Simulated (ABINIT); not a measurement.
# CdS (Greenockite) (P6_3mc) in ABINIT: a series of runs

The runs below take CdS (Greenockite) through single point, with PBE.

All numbers are computed with ABINIT 10.8.3 (patched build); they aren't measurements. Logs are shortened: lines on timing, memory, paths and dates and some standing lists are left out, and cuts for length are marked. The log counts tension as positive stress, the text compression.

**Experimental background.**

From “Isotope dependence of band-gap energy”, 2008, arxiv:0807.2152, for a bulk crystal of CdS: band gap 2.5809 ± 0.0002 eV.

How close the calculation comes is told below.

### 1 The structure

Symmetry: P6_3mc, No. 186, hexagonal system. The conventional cell has a = 4.150 Å, b = 4.150 Å, c = 6.737 Å, α = 90.00°, β = 90.00°, γ = 120.00°. Cd (site symmetry 3m) has 4 S at 2.53 to 2.54 Å as nearest neighbours. Around S (site symmetry 3m) lie 4 Cd at 2.53 to 2.54 Å.

### 2 Single point, PBE

run.abi reads:

```
pp_dirpath "./"
pseudos "Cd.upf, S.upf"

acell 3*1.0 Angstrom
rprim
     4.1500000000     0.0000000000     0.0000000000
    -2.0750000000     3.5940054257     0.0000000000
     0.0000000000     0.0000000000     6.7370000000
ntypat 2
znucl 48 16
natom 4
typat 1 1 2 2
xred
     0.6666666667     0.3333333333     0.5000000000
     0.3333333333     0.6666666667     0.0000000000
     0.6666666667     0.3333333333     0.8750000000
     0.3333333333     0.6666666667     0.3750000000

ecut 53.0

kptopt 1
ngkpt 7 7 4
nshiftk 1
shiftk 0.0 0.0 0.0

ixc 11

nband 32
occopt 3
tsmear 0.00183747

nstep 100
tolvrs 1.0e-10

iomode 3
prtwf 0
prtden 0
prteig 0
prtebands 0
enunit 1
```

Potentials or basis: PseudoDojo NC SR PBE v0.4.1 standard.

Run with:

```console
$ abinit run.abi > log 2>&1
```

run.abo:

```text
.Version 10.8.3 of ABINIT
 Symmetries : space group P6_3 m c (#186); Bravais hP (primitive hexag.)
================================================================================
 Values of the parameters that define the memory need of the present run
     intxc =       0    ionmov =       0      iscf =       7    lmnmax =       6
     lnmax =       6     mgfft =      90  mpssoang =       3    mqgrid =    4173
     natom =       4  nloc_mem =       1    nspden =       1   nspinor =       1
    nsppol =       1      nsym =      12    n1xccc =    2501    ntypat =       2
    occopt =       3   xclevel =       2
       mpw =       12540          nfft =      262440          nkpt =          24
================================================================================
================================================================================

--------------------------------------------------------------------------------
------------- Echo of variables that govern the present computation ------------
--------------------------------------------------------------------------------
 -outvars: echo values of preprocessed input variables --------
            acell      1.8897261259E+00  1.8897261259E+00  1.8897261259E+00 Bohr
              amu      1.12411000E+02  3.20660000E+01
             ecut      5.30000000E+01 Hartree
           enunit           1
              ixc          11
         kptrlatt        7    0    0      0    7    0      0    0    4
          kptrlen      5.09243396E+01
            natom           4
            nband          32
            ngfft          54      54      90
             nkpt          24
            nstep         100
             nsym          12
           ntypat           2
           occopt           3
           prtden           0
        prtebands           0
           prteig           0
            prtwf           0
            rprim      4.1500000000E+00  0.0000000000E+00  0.0000000000E+00
                      -2.0750000000E+00  3.5940054257E+00  0.0000000000E+00
                       0.0000000000E+00  0.0000000000E+00  6.7370000000E+00
          spgroup         186
           tolvrs      1.00000000E-10
           tsmear      1.83747000E-03 Hartree
            typat      1  1  2  2
           xangst      2.0750000000E+00  1.1980018086E+00  3.3685000000E+00
                       8.9138723714E-17  2.3960036171E+00  0.0000000000E+00
                       2.0750000000E+00  1.1980018086E+00  5.8948750000E+00
                       8.9138723714E-17  2.3960036171E+00  2.5263750000E+00
            xcart      3.9211817113E+00  2.2638953165E+00  6.3655424551E+00
                       1.6844777503E-16  4.5277906331E+00  0.0000000000E+00
                       3.9211817113E+00  2.2638953165E+00  1.1139699296E+01
                       1.6844777503E-16  4.5277906331E+00  4.7741568413E+00
             xred      6.6666666667E-01  3.3333333333E-01  5.0000000000E-01
                       3.3333333333E-01  6.6666666667E-01  0.0000000000E+00
                       6.6666666667E-01  3.3333333333E-01  8.7500000000E-01
[... 131 lines left out ...]
 cartesian coordinates (angstrom) at end:
    1      2.07500000000000     1.19800180856667     3.36850000000000
    2      0.00000000000000     2.39600361713333     0.00000000000000
    3      2.07500000000000     1.19800180856667     5.89487500000000
    4      0.00000000000000     2.39600361713333     2.52637500000000

 cartesian forces (hartree/bohr) at end:
    1      0.00000000000000    -0.00000000000000    -0.00132429846774
    2     -0.00000000000000     0.00000000000000    -0.00132429846774
    3     -0.00000000000000    -0.00000000000000     0.00132429846774
    4      0.00000000000000     0.00000000000000     0.00132429846774
 frms,max,avg= 7.6458408E-04 1.3242985E-03   0.000E+00  0.000E+00  2.937E-08 h/b

 cartesian forces (eV/Angstrom) at end:
    1      0.00000000000000    -0.00000000000000    -0.06809816521288
    2     -0.00000000000000     0.00000000000000    -0.06809816521288
    3     -0.00000000000000    -0.00000000000000     0.06809816521288
    4      0.00000000000000     0.00000000000000     0.06809816521288
 frms,max,avg= 3.9316494E-02 6.8098165E-02   0.000E+00  0.000E+00  1.510E-06 e/A
 length scales=  1.889726125908  1.889726125908  1.889726125908 bohr
              =  1.000000000000  1.000000000000  1.000000000000 angstroms
 Fermi (or HOMO) energy (eV) =   4.84602   Average Vxc (eV)=  -9.29186
 Eigenvalues (   eV  ) for nkpt=  24  k points:
 kpt#   1, nband= 32, wtk=  0.00510, kpt=  0.0000  0.0000  0.0000 (reduced coord)
 -97.10944  -97.10943  -58.17400  -58.17400  -58.17389  -58.17389  -58.17365  -58.17306
  -8.07403   -7.64761   -3.44849   -3.42657   -3.42657   -3.34110   -3.34110   -3.02899
  -3.02899   -2.93974   -2.93974   -2.60503   -0.10710    3.46291    3.46291    4.17481
   4.21743    4.21743    5.41339    7.00984   10.68289   10.68289   11.01016   11.78318
 prteigrs : prtvol=0 or 1, do not print more k-points.

--- !EnergyTerms
iteration_state     : {dtset: 1, }
comment             : Components of total free energy in Hartree
kinetic             :  1.30778559723629E+02
hartree             :  1.31088326123515E+02
xc                  : -5.48389976945683E+01
Ewald energy        : -1.97799265838707E+02
psp_core            :  4.93590210809691E+00
local_psp           : -3.98491991499345E+02
non_local_psp       :  1.14908863676521E+01
internal            : -3.72836580709727E+02
'-kT*entropy'       : -5.94263216063327E-09
total_energy        : -3.72836580715670E+02
total_energy_eV     : -1.01454002044850E+04
band_energy         : -4.23431708196146E+01
...

 Cartesian components of stress tensor (hartree/bohr^3)
  sigma(1 1)= -6.43970779E-05  sigma(3 2)=  0.00000000E+00
  sigma(2 2)= -6.43970778E-05  sigma(3 1)=  0.00000000E+00
  sigma(3 3)= -8.61063837E-05  sigma(2 1)=  0.00000000E+00

-Cartesian components of stress tensor (GPa)         [Pressure=  2.1075E+00 GPa]
- sigma(1 1)= -1.89462744E+00  sigma(3 2)=  0.00000000E+00
- sigma(2 2)= -1.89462744E+00  sigma(3 1)=  0.00000000E+00
- sigma(3 3)= -2.53333727E+00  sigma(2 1)=  0.00000000E+00

== END DATASET(S) ==============================================================
================================================================================

 -outvars: echo values of variables after computation  --------
            acell      1.8897261259E+00  1.8897261259E+00  1.8897261259E+00 Bohr
           etotal     -3.7283658072E+02
            fcart      1.7167307086E-29 -9.9115493676E-30 -1.3242984677E-03
                      -5.1501921259E-29  2.9734648103E-29 -1.3242984677E-03
                      -5.1501921259E-29 -4.9557746838E-29  1.3242984677E-03
                       8.5836535432E-29  2.9734648103E-29  1.3242984677E-03
            rprim      4.1500000000E+00  0.0000000000E+00  0.0000000000E+00
                      -2.0750000000E+00  3.5940054257E+00  0.0000000000E+00
                       0.0000000000E+00  0.0000000000E+00  6.7370000000E+00
           strten     -6.4397077851E-05 -6.4397077830E-05 -8.6106383671E-05
                       0.0000000000E+00  0.0000000000E+00  0.0000000000E+00
           xangst      2.0750000000E+00  1.1980018086E+00  3.3685000000E+00
                       8.9138723714E-17  2.3960036171E+00  0.0000000000E+00
                       2.0750000000E+00  1.1980018086E+00  5.8948750000E+00
                       8.9138723714E-17  2.3960036171E+00  2.5263750000E+00
             xred      6.6666666667E-01  3.3333333333E-01  5.0000000000E-01
                       3.3333333333E-01  6.6666666667E-01  0.0000000000E+00
                       6.6666666667E-01  3.3333333333E-01  8.7500000000E-01
                       3.3333333333E-01  6.6666666667E-01  3.7500000000E-01
 Calculation completed.
```

Wall time 7.4 min (1 thread of Arm Neoverse V2, shared host); peak memory 0.28 GiB.

Results:

| Quantity | Value |
| --- | --- |
| Free energy | -10145.4002 eV |
| Pressure | 2.1 GPa |
| Largest force | 0.068 eV/Å |
| Band gap on the k mesh | 1.20 eV, direct |
| Valence electrons inside the program's atomic spheres | Cd 17.16; S 3.90 |

Forces in eV/Å, atoms in the order of the input:
```
Cd   0.000  0.000 -0.068
Cd   0.000  0.000 -0.068
S    0.000  0.000  0.068
S    0.000  0.000  0.068
```

Levels at points of the mesh, in eV from the valence-band top:
```
           k point  band 23  band 24  band 25  band 26  band 27  band 28  band 29  band 30
(0.00, 0.00, 0.00)    -0.75    -0.04     0.00     0.00     1.20     2.79     6.47     6.47
(0.00, 0.00, 0.50)    -0.39    -0.39    -0.39    -0.39     2.84     2.84     6.18     6.18
```

### 3 Single point, PBE

Edit run.abi of step 2 so:

```diff
@@ -18,3 +18,3 @@
 
-ecut 53.0
+ecut 51.0
```

Potentials or basis: PseudoDojo NC SR PBE v0.5 standard.

Run with:

```console
$ abinit run.abi > log 2>&1
```

Wall time 7.3 min (1 thread of Arm Neoverse V2, shared host); peak memory 0.27 GiB.

The run converged. Its results:

```yaml
Free_energy: -10143.5962 eV
Pressure: 2.1 GPa
Largest_force: 0.068 eV/Å
Band_gap_on_the_k_mesh: 1.20 eV, direct
Valence_electrons_inside_the_program's_atomic_spheres: Cd 17.16; S 3.90
```

Forces in eV/Å, atoms in the order of the input:
```
Cd   0.000  0.000 -0.068
Cd   0.000  0.000 -0.068
S    0.000  0.000  0.068
S    0.000  0.000  0.068
```

Stress tensor (GPa, compression positive):
```
1.87 0.00 0.00
0.00 1.87 0.00
0.00 0.00 2.50
```

Levels at points of the mesh, in eV from the valence-band top:
```csv
k point,band 24,band 25,band 26,band 27,band 28,band 29
"(0.00, 0.00, 0.00)",-0.04,0.00,0.00,1.20,2.79,6.47
"(0.00, 0.00, 0.50)",-0.39,-0.39,-0.39,2.84,2.84,6.18
```

### 4 Single point, PBE

Edit run.abi of step 3 so:

```diff
@@ -1,3 +1,3 @@
 pp_dirpath "./"
-pseudos "Cd.upf, S.upf"
+pseudos "Cd_ONCV_PBE-1.2.upf, S_ONCV_PBE-1.2.upf"
 
@@ -18,3 +18,3 @@
 
-ecut 51.0
+ecut 30.0
```

Potentials or basis: SG15 NC PBE v1.2.

Run with:

```console
$ abinit run.abi > log 2>&1
```

run.abo:

```text
.Version 10.8.3 of ABINIT
 Symmetries : space group P6_3 m c (#186); Bravais hP (primitive hexag.)
================================================================================
 Values of the parameters that define the memory need of the present run
     intxc =       0    ionmov =       0      iscf =       7    lmnmax =       6
     lnmax =       6     mgfft =      64  mpssoang =       3    mqgrid =    3139
     natom =       4  nloc_mem =       1    nspden =       1   nspinor =       1
    nsppol =       1      nsym =      12    n1xccc =       0    ntypat =       2
    occopt =       3   xclevel =       2
       mpw =        5347          nfft =      102400          nkpt =          24
================================================================================
================================================================================

--------------------------------------------------------------------------------
------------- Echo of variables that govern the present computation ------------
--------------------------------------------------------------------------------
 -outvars: echo values of preprocessed input variables --------
            acell      1.8897261259E+00  1.8897261259E+00  1.8897261259E+00 Bohr
              amu      1.12411000E+02  3.20660000E+01
             ecut      3.00000000E+01 Hartree
           enunit           1
              ixc          11
         kptrlatt        7    0    0      0    7    0      0    0    4
          kptrlen      5.09243396E+01
            natom           4
            nband          32
            ngfft          40      40      64
             nkpt          24
            nstep         100
             nsym          12
           ntypat           2
           occopt           3
           prtden           0
        prtebands           0
           prteig           0
            prtwf           0
            rprim      4.1500000000E+00  0.0000000000E+00  0.0000000000E+00
                      -2.0750000000E+00  3.5940054257E+00  0.0000000000E+00
                       0.0000000000E+00  0.0000000000E+00  6.7370000000E+00
          spgroup         186
           tolvrs      1.00000000E-10
[... 152 lines left out ...]
 frms,max,avg= 7.7285377E-04 1.3386220E-03   0.000E+00  0.000E+00 -1.450E-06 h/b

 cartesian forces (eV/Angstrom) at end:
    1     -0.00000000000000    -0.00000000000000    -0.06883471050586
    2      0.00000000000000     0.00000000000000    -0.06883471050586
    3     -0.00000000000000    -0.00000000000000     0.06883471050586
    4      0.00000000000000     0.00000000000000     0.06883471050586
 frms,max,avg= 3.9741739E-02 6.8834711E-02   0.000E+00  0.000E+00 -7.457E-05 e/A
 length scales=  1.889726125908  1.889726125908  1.889726125908 bohr
              =  1.000000000000  1.000000000000  1.000000000000 angstroms
 Fermi (or HOMO) energy (eV) =   4.37627   Average Vxc (eV)=  -9.26096
 Eigenvalues (   eV  ) for nkpt=  24  k points:
 kpt#   1, nband= 32, wtk=  0.00510, kpt=  0.0000  0.0000  0.0000 (reduced coord)
 -97.60235  -97.60233  -58.65591  -58.65542  -58.65542  -58.65532  -58.65531  -58.65531
  -8.54318   -8.11761   -3.92809   -3.90554   -3.90554   -3.81974   -3.81974   -3.50714
  -3.50714   -3.41879   -3.41879   -3.08665   -0.57487    2.99378    2.99378    3.70471
   3.74720    3.74720    4.94403    6.54942   10.25464   10.25464   10.58745   11.36080
 prteigrs : prtvol=0 or 1, do not print more k-points.

--- !EnergyTerms
iteration_state     : {dtset: 1, }
comment             : Components of total free energy in Hartree
kinetic             :  1.02522809223120E+02
hartree             :  1.07442597818599E+02
xc                  : -3.22822810041084E+01
Ewald energy        : -1.97799265838707E+02
psp_core            :  7.26238009935810E+00
local_psp           : -2.88028936889069E+02
non_local_psp       : -3.05348689541383E+01
internal            : -3.31417565544947E+02
'-kT*entropy'       : -5.90072086700457E-09
total_energy        : -3.31417565550848E+02
total_energy_eV     : -9.01833138490685E+03
band_energy         : -4.32561654597151E+01
...

 Cartesian components of stress tensor (hartree/bohr^3)
  sigma(1 1)= -6.87654006E-05  sigma(3 2)=  0.00000000E+00
  sigma(2 2)= -6.87654006E-05  sigma(3 1)=  0.00000000E+00
  sigma(3 3)= -9.07037630E-05  sigma(2 1)=  0.00000000E+00

-Cartesian components of stress tensor (GPa)         [Pressure=  2.2383E+00 GPa]
- sigma(1 1)= -2.02314794E+00  sigma(3 2)=  0.00000000E+00
- sigma(2 2)= -2.02314793E+00  sigma(3 1)=  0.00000000E+00
- sigma(3 3)= -2.66859684E+00  sigma(2 1)=  0.00000000E+00

== END DATASET(S) ==============================================================
================================================================================

 -outvars: echo values of variables after computation  --------
            acell      1.8897261259E+00  1.8897261259E+00  1.8897261259E+00 Bohr
           etotal     -3.3141756555E+02
            fcart     -3.4334614173E-29 -1.9823098735E-29 -1.3386219932E-03
                       3.4334614173E-29  1.9823098735E-29 -1.3386219932E-03
                      -3.4334614173E-29 -1.9823098735E-29  1.3386219932E-03
                       3.4334614173E-29  1.9823098735E-29  1.3386219932E-03
            rprim      4.1500000000E+00  0.0000000000E+00  0.0000000000E+00
                      -2.0750000000E+00  3.5940054257E+00  0.0000000000E+00
                       0.0000000000E+00  0.0000000000E+00  6.7370000000E+00
           strten     -6.8765400642E-05 -6.8765400610E-05 -9.0703762959E-05
                       0.0000000000E+00  0.0000000000E+00  0.0000000000E+00
           xangst      2.0750000000E+00  1.1980018086E+00  3.3685000000E+00
                       8.9138723714E-17  2.3960036171E+00  0.0000000000E+00
                       2.0750000000E+00  1.1980018086E+00  5.8948750000E+00
                       8.9138723714E-17  2.3960036171E+00  2.5263750000E+00
             xred      6.6666666667E-01  3.3333333333E-01  5.0000000000E-01
                       3.3333333333E-01  6.6666666667E-01  0.0000000000E+00
                       6.6666666667E-01  3.3333333333E-01  8.7500000000E-01
                       3.3333333333E-01  6.6666666667E-01  3.7500000000E-01
 Calculation completed.
```

Wall time 2.1 min (1 thread of Arm Neoverse V2, shared host); peak memory 0.14 GiB.

What came out:

```
Free energy                                           : -9018.3314 eV
Pressure                                              : 2.2 GPa
Largest force                                         : 0.069 eV/Å
Band gap on the k mesh                                : 1.20 eV, direct
Valence electrons inside the program's atomic spheres : Cd 17.04; S 3.90
```

Forces in eV/Å, atoms in the order of the input:
```
Cd   0.000  0.000 -0.069
Cd   0.000  0.000 -0.069
S    0.000  0.000  0.069
S    0.000  0.000  0.069
```

### 5 The runs side by side

```tsv
potentials or basis	cutoff (eV)	gap on the mesh (eV)	pressure (GPa)	largest force (eV/Å)
PseudoDojo NC SR PBE v0.4.1 standard	1442	1.20	2.1	0.07
PseudoDojo NC SR PBE v0.5 standard	1388	1.20	2.1	0.07
SG15 NC PBE v1.2	816	1.20	2.2	0.07
```

Alike in all rows: task single point; level PBE; no spin polarisation; cell as given; k mesh 7 × 7 × 4; smearing fermi-dirac 0.05 eV.

Total energies depend on the potentials used, so only differences within one code and one set of settings carry meaning.

### 6 Against experiment

Step 2. Measured gap of CdS: 2.5809 eV (quoted in “Isotope dependence of band-gap energy”, 2008, arxiv:0807.2152). This calculation gives 1.20 eV (-1.38 eV). So large a miss can be the level of theory's own, or it may mean another phase, state or a wrong row. Spin-orbit coupling on Cd is left out. The value is that of PBE, without temperature or zero-point motion. Semilocal functionals fall short of measured gaps as a rule.

Step 3. Against the measured gap of CdS, 2.5809 eV (quoted in “Isotope dependence of band-gap energy”, 2008, arxiv:0807.2152), the calculated 1.20 eV is off by -1.38 eV. So large a miss can be the level of theory's own, or it may mean another phase, state or a wrong row. Spin-orbit coupling on Cd is left out. The value is that of PBE, without temperature or zero-point motion. Semilocal functionals fall short of measured gaps as a rule.

Step 4. Against the measured gap of CdS, 2.5809 eV (quoted in “Isotope dependence of band-gap energy”, 2008, arxiv:0807.2152), the calculated 1.20 eV is off by -1.38 eV. So large a miss can be the level of theory's own, or it may mean another phase, state or a wrong row. Spin-orbit coupling on Cd is left out. The value is that of PBE, without temperature or zero-point motion. Semilocal functionals fall short of measured gaps as a rule.
